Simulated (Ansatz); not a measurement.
# Mo: a tetragonal deformation path and further scans

An exercise on one series of results from a longer session: the logs are not shown, and one member is left open.

Method: DFT LDA, scalar-relativistic, plane waves, PAW, in Ansatz 0.2.0.

**The system as given**

Symmetry: Fm-3m, No. 225, cubic system. Conventional cell: a = 4.030 Å, b = 4.030 Å, c = 4.030 Å, α = 90.00°, β = 90.00°, γ = 90.00°. Mo (site symmetry m-3m) is surrounded by 12 Mo at 2.85 Å.

Structure file:

```
CELL_PARAMETERS angstrom
0.00000 2.01500 2.01500
2.01500 0.00000 2.01500
2.01500 2.01500 0.00000
ATOMIC_POSITIONS crystal
Mo 0.00000 0.00000 0.00000
```

The cell is taken as given, not relaxed at this level.

The first run:

input.yaml reads:

```yaml
crystal:
  lattice:
    - [0.0, 2.015, 2.015]
    - [2.015, 0.0, 2.015]
    - [2.015, 2.015, 0.0]
  atoms:
    - { symbol: Mo, position: [0.0, 0.0, 0.0] }
basis:
  ecutwfc: 420
kpoints:
  mp_grid: { grid: [22, 22, 22] }
hamiltonian:
  xc: lda
scf:
  occupations: { method: gaussian, width: 0.15 }
output:
  forces: true
  stress: true
  eigenvalues: true
```

Among the steps run: Zero of the scan; At ρ = 0.707; ρ = 1.414; Point ρ = 0.850; Point ρ = 1.200; ρ = 0.780; At ρ = 1.300; Point ρ = 0.920; At ρ = 1.100; ρ = 0.650.

One table of the session follows, with a row left open; its other results are not shown here.

```
    ρ  ΔE (meV/atom)  pressure (GPa)
0.650         -334.6           -19.5
0.707         -399.8           -20.3
0.780         -317.9           -19.2
0.850         -160.9           -17.3
0.920          -46.5           -16.4
1.000            0.0           -16.5
1.100          -40.3           -16.3
1.200          -86.7           -15.6
1.300              ?               ?
1.414           12.4            -9.9
```

**Question.** Estimate the row for ρ = 1.300.

Worked estimate for «ΔE (meV/atom)». A straight line through the neighbours (1.200, -86.7) and (1.414, 12.4) gives -86.7 + (12.4 + 86.7) × (1.300 − 1.200) / (1.414 − 1.200) = -40.4; a parabola fitted to 3 rows on both sides gives -74.1.

The run gave: ΔE (meV/atom): -91.1; pressure (GPa): -14.0. In «ΔE (meV/atom)» the line misses by +50.7 and the parabola by +17.0.
